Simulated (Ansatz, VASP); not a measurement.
Two plane-wave programs on InSb

INCAR

```
SYSTEM = InSb
PREC = Accurate
ENCUT = 520
EDIFF = 1E-8
ISMEAR = -1
SIGMA = 0.05
LREAL = .False.
LASPH = .True.
NELM = 60
ALGO = Normal
ISIF = 2
LWAVE = .False.
LCHARG = .False.
GGA = CA
LEFG = .True.
NBANDS = 16
```

The input KPOINTS:

```
Automatic mesh
0
Gamma
  9 9 9
  0 0 0
```

Contents of POSCAR:

```
InSb
1.0
    0.0000000000      3.2391000000      3.2391000000
    3.2391000000      0.0000000000      3.2391000000
    3.2391000000      3.2391000000      0.0000000000
In Sb
1 1
Direct
    0.0000000000      0.0000000000      0.0000000000
    0.7500000000      0.7500000000      0.7500000000
```

Input for Ansatz:

```yaml
crystal:
  lattice:
    - [0.0, 3.2391, 3.2391]
    - [3.2391, 0.0, 3.2391]
    - [3.2391, 3.2391, 0.0]
  atoms:
    - { symbol: In, position: [0.0, 0.0, 0.0] }
    - { symbol: Sb, position: [0.75, 0.75, 0.75] }
kpoints:
  mp_grid: { grid: [9, 9, 9] }
  band_path:
    path:
      - [0.0, 0.0, 0.0]
      - [-0.5, -0.5, 0.0]
      - [-0.375, -0.375, 0.25]
      - [-0.375, 0.0, 0.375]
      - [0.0, 0.0, 0.0]
      - [0.0, 0.0, 0.5]
      - [-0.5, -0.25, 0.25]
      - [-0.5, -0.5, 0.0]
    npoints: 5
scf:
  occupations: { method: fermi_dirac, width: 0.05 }
hamiltonian:
  xc: lda
  pseudopotentials: { kind: paw }
output:
  forces: true
  stress: true
  eigenvalues: true
  efg: { contact_densities: true }
```

Alike in both runs: task electric field gradients; functional LDA; k mesh 9 × 9 × 9; occupations fermi-dirac, width 0.05 eV; no spin polarisation.

|  | VASP | Ansatz |
| --- | --- | --- |
| version | VASP 6.6.1 | Ansatz 0.2.0 |
| potentials or method | VASP PAW LDA potentials, release 64 (In_d, Sb) | PAW with Ansatz's default frozen-core files, scalar-relativistic |
| plane-wave cutoff (eV) | 520 | 420 |
| valence electrons in the cell | 18 | 28 |

Ansatz gave:

```
pressure (GPa)                                                 : -0.6
Vzz of the field gradient on the site that differs most (V/Å²) : 0.0
```

**Question.** Which values does VASP return?

**Answer.** Pressure (GPa): -0.5; Vzz of the field gradient on the site that differs most (V/Å²): 0.0.

The two sets of potentials don't hold the same shells in valence. Ansatz warned: «gradients_without_spin_orbit».

The runs have no spin-orbit coupling, so splittings on Sb are missing.
